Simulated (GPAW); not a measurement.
# W (Im-3m) in GPAW: single point with r2SCAN

Aim: the single point of W with r2SCAN.

Program: GPAW 26.7.0. These are calculated values, not measurements. Logs are shortened: lines on timing, memory, paths and dates and some standing lists are left out, and cuts for length are marked. The log counts tension as positive stress, the text compression.

### 1 Starting point

Symmetry: Im-3m, No. 229, cubic system. Conventional cell: a = 3.165 Å, b = 3.165 Å, c = 3.165 Å, α = 90.00°, β = 90.00°, γ = 90.00°. W (site symmetry m-3m) is surrounded by 8 W at 2.74 Å.

### 2 Single point, r2SCAN

run.py

```python
from ase.dft.bandgap import bandgap
from ase.io import write
from ase.spacegroup import crystal
from ase.units import GPa
from gpaw import GPAW, PW

# W 2a
atoms = crystal(['W'],
                basis=[[0.0, 0.0, 0.0]],
                spacegroup=229, setting=1,  # Im-3m
                cellpar=[3.16469, 3.16469, 3.16469, 90.0, 90.0, 90.0],
                primitive_cell=True)

calc = GPAW(mode=PW(500),
            xc='MGGA_X_R2SCAN+MGGA_C_R2SCAN',
            kpts={'size': (9, 9, 9), 'gamma': True},
            occupations={'name': 'fermi-dirac', 'width': 0.05},
            nbands=16,
            maxiter=120,
            txt='gpaw.txt')
atoms.calc = calc
energy = atoms.get_potential_energy()
forces = atoms.get_forces()
stress = atoms.get_stress()
calc.write('gs.gpw')
write('result.traj', atoms)
print(f'Energy: {energy:.6f} eV')
print('Forces (eV/A):')
print(forces.round(4))
print('Stress (GPa):', (stress / GPa).round(3))
print('Fermi level:', round(calc.get_fermi_level(), 4), 'eV')
print(f'Gap: {bandgap(calc)[0]:.4f} eV, direct: {bandgap(calc, direct=True)[0]:.4f} eV')
```

Potentials or basis: GPAW PAW data sets (gpaw-data 1.2.1), pw.

Launch:

```
$ OMP_NUM_THREADS=1 python run.py
```

gpaw.txt:

```text
__  _  _
 | _ |_)|_||  |
 |__||  | ||/\| - 26.7.0

Input parameters:
  mode=PW(ecut=500.0),
  kpts=MonkhorstPack(size=(9, 9, 9), gamma=True),
  maxiter=120,
  nbands=16,
  occupations=Occupations(name='fermi-dirac', width=0.05),
  xc=XC(name='MGGA_X_R2SCAN+MGGA_C_R2SCAN')

Diagonalizing LCAO Hamiltonian
Converting LCAO to pw mode

       W

Atoms  # Å, Bohr magnetons
|   | symbol |        x |        y |        z |    initial magnetic moments |
|---|--------|----------|----------|----------|-----------------------------|
| 0 |      W | 0.000000 | 0.000000 | 0.000000 | ( 0.0000,  0.0000,  0.0000) |

Unit cell  # Å
| periodic |         x |         y |         z |  lengths |     angles |
|----------|-----------|-----------|-----------|----------|------------|
|      yes | -1.582345 |  1.582345 |  1.582345 | 2.740702 | 109.471221 |
|      yes |  1.582345 | -1.582345 |  1.582345 | 2.740702 | 109.471221 |
|      yes |  1.582345 |  1.582345 | -1.582345 | 2.740702 | 109.471221 |

Number of symmetries: 48
Symmetry operations  # r_c * U_cc + t_c -> r_c
|    | kind |            matrix            |
|----|------|------------------------------|
|  0 |  σ   |  1, 1, 1,  0, 0,-1,  0,-1, 0 |
|  1 |  C4  |  1, 1, 1,  0, 0,-1, -1, 0, 0 |
|  2 |  C2  |  1, 1, 1,  0,-1, 0,  0, 0,-1 |
|  3 |  S6  |  1, 1, 1,  0,-1, 0, -1, 0, 0 |
|  4 |  S6  |  1, 1, 1, -1, 0, 0,  0, 0,-1 |
|  5 |  C4  |  1, 1, 1, -1, 0, 0,  0,-1, 0 |
|  6 |  E   |  1, 0, 0,  0, 1, 0,  0, 0, 1 |
|  7 |  σ   |  1, 0, 0,  0, 1, 0, -1,-1,-1 |
|  8 |  σ   |  1, 0, 0,  0, 0, 1,  0, 1, 0 |
|  9 |  C3  |  1, 0, 0,  0, 0, 1, -1,-1,-1 |
| 10 |  C3  |  1, 0, 0, -1,-1,-1,  0, 1, 0 |
| 11 |  σ   |  1, 0, 0, -1,-1,-1,  0, 0, 1 |
| 12 |  σ   |  0, 1, 0,  1, 0, 0,  0, 0, 1 |
| 13 |  C2  |  0, 1, 0,  1, 0, 0, -1,-1,-1 |
| 14 |  C3  |  0, 1, 0,  0, 0, 1,  1, 0, 0 |
| 15 |  S4  |  0, 1, 0,  0, 0, 1, -1,-1,-1 |
| 16 |  S4  |  0, 1, 0, -1,-1,-1,  1, 0, 0 |
| 17 |  C3  |  0, 1, 0, -1,-1,-1,  0, 0, 1 |
| 18 |  C3  |  0, 0, 1,  1, 0, 0,  0, 1, 0 |
| 19 |  S4  |  0, 0, 1,  1, 0, 0, -1,-1,-1 |
| 20 |  σ   |  0, 0, 1,  0, 1, 0,  1, 0, 0 |
| 21 |  C3  |  0, 0, 1,  0, 1, 0, -1,-1,-1 |
| 22 |  C2  |  0, 0, 1, -1,-1,-1,  1, 0, 0 |
| 23 |  S4  |  0, 0, 1, -1,-1,-1,  0, 1, 0 |
| 24 |  C4  |  0, 0,-1,  1, 1, 1,  0,-1, 0 |
| 25 |  σ   |  0, 0,-1,  1, 1, 1, -1, 0, 0 |
| 26 |  S6  |  0, 0,-1,  0,-1, 0,  1, 1, 1 |
| 27 |  C2  |  0, 0,-1,  0,-1, 0, -1, 0, 0 |
| 28 |  C4  |  0, 0,-1, -1, 0, 0,  1, 1, 1 |
| 29 |  S6  |  0, 0,-1, -1, 0, 0,  0,-1, 0 |
| 30 |  S6  |  0,-1, 0,  1, 1, 1,  0, 0,-1 |
| 31 |  C4  |  0,-1, 0,  1, 1, 1, -1, 0, 0 |
| 32 |  C4  |  0,-1, 0,  0, 0,-1,  1, 1, 1 |
| 33 |  S6  |  0,-1, 0,  0, 0,-1, -1, 0, 0 |
| 34 |  σ   |  0,-1, 0, -1, 0, 0,  1, 1, 1 |
| 35 |  C2  |  0,-1, 0, -1, 0, 0,  0, 0,-1 |
| 36 |  C2  | -1, 0, 0,  1, 1, 1,  0, 0,-1 |
| 37 |  S6  | -1, 0, 0,  1, 1, 1,  0,-1, 0 |
| 38 |  S6  | -1, 0, 0,  0, 0,-1,  1, 1, 1 |
| 39 |  C2  | -1, 0, 0,  0, 0,-1,  0,-1, 0 |
| 40 |  C2  | -1, 0, 0,  0,-1, 0,  1, 1, 1 |
| 41 |  i   | -1, 0, 0,  0,-1, 0,  0, 0,-1 |
| 42 |  S4  | -1,-1,-1,  1, 0, 0,  0, 1, 0 |
| 43 |  C3  | -1,-1,-1,  1, 0, 0,  0, 0, 1 |
| 44 |  C3  | -1,-1,-1,  0, 1, 0,  1, 0, 0 |
| 45 |  σ   | -1,-1,-1,  0, 1, 0,  0, 0, 1 |
| 46 |  S4  | -1,-1,-1,  0, 0, 1,  1, 0, 0 |
| 47 |  C2  | -1,-1,-1,  0, 0, 1,  0, 1, 0 |

BZ-sampling:
  Number of BZ points: 729
  Number of IBZ points: 35

  Monkhorst-Pack size: [9, 9, 9]
  Monkhorst-Pack shift: [0, 0, 0]

K-points  # in reciprocal-cell coordinates
|     |                                coordinates |     weight |
|-----|--------------------------------------------|------------|
|   0 | (  0.00000000,   0.00000000,   0.00000000) | 0.00137174 |
|   1 | (  0.11111111,   0.00000000,   0.00000000) | 0.01646091 |
|   2 | (  0.11111111,   0.11111111,  -0.11111111) | 0.00823045 |
|   3 | (  0.22222222,   0.00000000,  -0.11111111) | 0.03292181 |
|   4 | (  0.22222222,   0.00000000,   0.00000000) | 0.01646091 |
|   5 | (  0.22222222,   0.11111111,  -0.11111111) | 0.03292181 |
|   6 | (  0.22222222,   0.22222222,  -0.22222222) | 0.00823045 |
|   7 | (  0.33333333,  -0.11111111,  -0.11111111) | 0.01097394 |
|   8 | (  0.33333333,   0.00000000,  -0.11111111) | 0.06584362 |
|   9 | (  0.33333333,   0.00000000,   0.00000000) | 0.01646091 |
| ... |                                            |            |
|  34 | (  0.44444444,   0.44444444,   0.44444444) | 0.01097394 |

Plane wave coefficients: 414
Cutoff: 500.0 eV

Spin-components: 1 (collinear spins)
Bands:           16
Projectors:      6
Spin-degeneracy: 2
Datatype:        complex128

Parallelization:
  kpt:    1
  domain: 1
  band:   1

Density:
  Valence electrons: 14.0
  Components: 1
  Grid points: [15 15 15]
  Charge: 0.0  # |e|

Potential:
  Grid points: [15 15 15]

species:
  W:
    name:    Tungsten
    Z:       74.0
    valence: 14
    core:    60
    charge:  0.0  # [|e|]
    compensation charges:
      type: gauss
      rc: 0.40  # [Å]
      lmax: 2
    cutoffs:
      filter: 2.36  # [Å]
      core: 3.02  # [Å]
    projectors
    | kind |    occ | energy [eV] | rcut [Å] |
    |------|--------|-------------|----------|
    |   5s |  2.000 |     -78.830 |    1.344 |
    |   6s |  2.000 |      -5.697 |    1.344 |
    |   5p |  6.000 |     -43.233 |    1.355 |
    |   6p |  0.000 |      -1.367 |    1.355 |
    |   5d |  4.000 |      -4.494 |    1.228 |
    |    d |        |      22.717 |    1.228 |

    Using partial waves for W as LCAO basis

Reference energy: -438771.671655  # eV

eigensolver:
  PPCG
  Converge bands: occupied
  niter=2

density mixing:
  MSR1-Mixer
  Pratt-step length: 0.05
  Maximum mixing coefficient: 0.75
  Old densities: 10
  SVD Regularization: 0.005
  Good broyden scale: 1.0
  Trust region scale: 1.0
  Backstep threshold: 4.0
  History deletion threshold: 6.0
  Fourier metric: weight=20.0, sigma=0.015

occupation numbers:
  Fermi-Dirac:
    width: 0.0500  # eV

poisson solver:
  ecut: 4000.0  # eV

xc functional:
  name: MGGA_X_R2SCAN+MGGA_C_R2SCAN with 2 nearest neighbor stencil

convergence criteria:
- Maximum [total energy] change in last 3 cyles: 0.0005 eV / valence electron
- Maximum integral of absolute [dens]ity change: 0.0001 electrons / valence electron
- Maximum integral of absolute [eigenst]ate change: 4e-08 eV^2 / valence electron
maximum number of iterations: 120

SCF iterations
|iter     | |      energy | eigst |  dens |
|---------|-|-------------|-------|-------|
|iter:   1| |  -27.811053 | -0.15 |       |
|iter:   2| |  -25.394887 | -2.07 | -1.23 |
|iter:   3| |  -25.346421 | -2.44 | -1.29 |
|iter:   4| |  -25.351555 | -2.48 | -1.59 |
|iter:   5| |  -25.353777 | -4.04 | -2.39 |
|iter:   6| |  -25.354405c| -4.40 | -2.69 |
|iter:   7| |  -25.354411c| -7.11 | -3.64 |
|iter:   8| |  -25.354412c| -8.08c| -4.18c|

Converged in 8 steps
Energy contributions relative to reference atoms: (reference = -438771.671655)

Energy contributions:
  Kinetic:          14.845783
  Coulomb:         -16.029327
  Zero:             -0.003157
  External:          0.000000
  Xc:              -24.163993
  Entropy:          -0.007435
  Spinorbit:         0.000000
  ----------------------------
  Free energy:     -25.358130
  Extrapolated:    -25.354412

dipole moment: (-5.893238, -5.893238, -5.893238)  # |e|*Ang

Fermi level: 14.566
Eigenvalues  # (at kpt = [0.000, 0.000, 0.000])
| band index |      eig [eV] | occ [0-2] |
|------------|---------------|-----------|
|          0 |       -61.464 |     2.000 |
|          1 |       -24.572 |     2.000 |
|          2 |       -24.572 |     2.000 |
|          3 |       -24.572 |     2.000 |
|          4 |         4.424 |     2.000 |
|          5 |        13.175 |     2.000 |
[... 8 lines left out ...]
|         14 |        42.423 |     0.000 |
|         15 |        46.252 |     0.000 |

No gap
No difference between direct/indirect transitions

Forces  # eV/Ang
|        x |        y |        z |
|----------|----------|----------|
| -0.00000 | -0.00000 | -0.00000 |  # W    0

Stress tensor  # eV/Ang^3
|         x |         y |         z |
|-----------|-----------|-----------|
| -0.015292 |  0.000000 | -0.000000 |
|  0.000000 | -0.015292 | -0.000000 |
| -0.000000 | -0.000000 | -0.015292 |

# Writing to gs.gpw (mode='')
```

Run time: 10 s. Hardware: 1 thread of Intel Xeon Platinum 8488C (Sapphire Rapids), shared host; peak memory 0.24 GiB.

What came out:

```yaml
Free_energy: -25.3581 eV
Pressure: 2.5 GPa
Band_gap_on_the_k_mesh: none (metal or under the smearing width)
```

Levels at points of the mesh, in eV from the Fermi level:
```tsv
k point	band 5	band 6	band 7	band 8	band 9	band 10
(0.00, 0.00, 0.00)	-10.14	-1.39	-1.39	-1.39	2.47	2.47
```

Caveat: the cutoff is short for stress and forces, so pressures can be off by a GPa or more; the PAW data sets were made with another functional, which shifts forces and pressure a little.
